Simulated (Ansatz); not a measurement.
Density of states of AgI (P6_3mc, a = 4.686 Å, b = 4.686 Å, c = 7.664 Å, α = 90.00°, β = 90.00°, γ = 120.00°), in states per eV and primitive cell, averaged over bins of 0.5 eV. Theory: Ansatz, DFT PBE, scalar-relativistic, plane waves, PAW.

Settings: cutoff 420 eV, Γ-centred mesh 6×6×4 on the computed 4-atom cell, Gaussian smearing of 0.02 eV; no spin polarisation.

The cell is relaxed at this level. The states (both spins) are summed by tetrahedra on a 9×9×6 mesh at the self-consistent density. Energies are bin centres; the table starts no lower than −8 eV and ends at 6 eV, or lower where the solved bands end.

The gap is 1.37 eV at this level, with the zero inside it.

```csv
E − E_F (eV),total,Ag 4d,I 5p,Ag 5s,I 5s
-4.50,18.17,9.44,7.62,1.02,0.01
-4.00,5.83,3.25,2.32,0.23,0.00
-3.50,16.55,16.16,0.20,0.12,0.03
-3.00,5.29,4.08,0.82,0.24,0.10
-2.50,3.70,1.78,1.66,0.14,0.05
-2.00,5.33,1.99,3.10,0.10,0.03
-1.50,6.88,2.29,4.41,0.05,0.01
-1.00,2.22,0.70,1.48,0.01,0.00
-0.50,0.03,0.01,0.02,0.00,0.00
0.00,0.00,0.00,0.00,0.00,0.00
0.50,0.00,0.00,0.00,0.00,0.00
1.00,0.05,0.00,0.01,0.04,0.01
1.50,0.20,0.00,0.03,0.14,0.02
2.00,0.58,0.00,0.11,0.38,0.05
2.50,2.27,0.01,0.43,1.36,0.11
3.00,3.59,0.02,0.72,1.93,0.07
3.50,1.31,0.00,0.31,0.74,0.01
4.00,0.27,0.00,0.01,0.01,0.00
4.50,5.37,0.02,0.23,0.36,0.01
5.00,2.15,0.01,0.06,0.12,0.00
5.50,4.64,0.01,0.07,0.08,0.00
```

The columns after the total are the Löwdin projections on the occupied valence shells of the potentials. The rest of the total lies in shells that are empty in the free atom, which aren't projected, and between the atoms.

Spin-orbit coupling is left out, which matters for the bands of heavy elements.

Cost: 1 run of about 1.5 core-minutes, on Arm Neoverse V2 (shared hosts).